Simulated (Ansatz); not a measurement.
**HfN (Fm-3m)**

Method: DFT PBE, scalar-relativistic, plane waves, PAW in Ansatz 0.2.0.

Cutoff 420 eV; k points 16×16×16 on the computed 2-atom cell (Γ-centred); Gaussian smearing, width 0.10 eV; no spin polarisation.

The structure is relaxed at this level of theory with its symmetry kept.

```cif
data_structure
_symmetry_space_group_name_H-M 'P 1'
_symmetry_Int_Tables_number 1
_cell_length_a 3.2158
_cell_length_b 3.2158
_cell_length_c 3.2158
_cell_angle_alpha 60.000
_cell_angle_beta 60.000
_cell_angle_gamma 60.000
_cell_volume 23.51
loop_
_atom_site_label
_atom_site_type_symbol
_atom_site_fract_x
_atom_site_fract_y
_atom_site_fract_z
_atom_site_occupancy
Hf1 Hf 0.00000 0.00000 0.00000 1
N1 N 0.50000 0.50000 0.50000 1
```

(1) Formation energy from the elements' standard states (uncorrected)?

(2) Density of states at the Fermi level?

(3) Löwdin character within 0.5 eV of the Fermi level?

(4) Bader charges (e)?

Spin-orbit coupling is left out, which matters for the bands of heavy elements. Spin polarisation was left out, and a magnetic state may lie lower.

Answers

(1) -1.657 eV/atom.

(2) 0.63 states/eV per cell.

(3) Hf 5d 77 %, N 2p 18 %.

(4) Hf (1 in the cell) 1.94, N (1 in the cell) -1.94.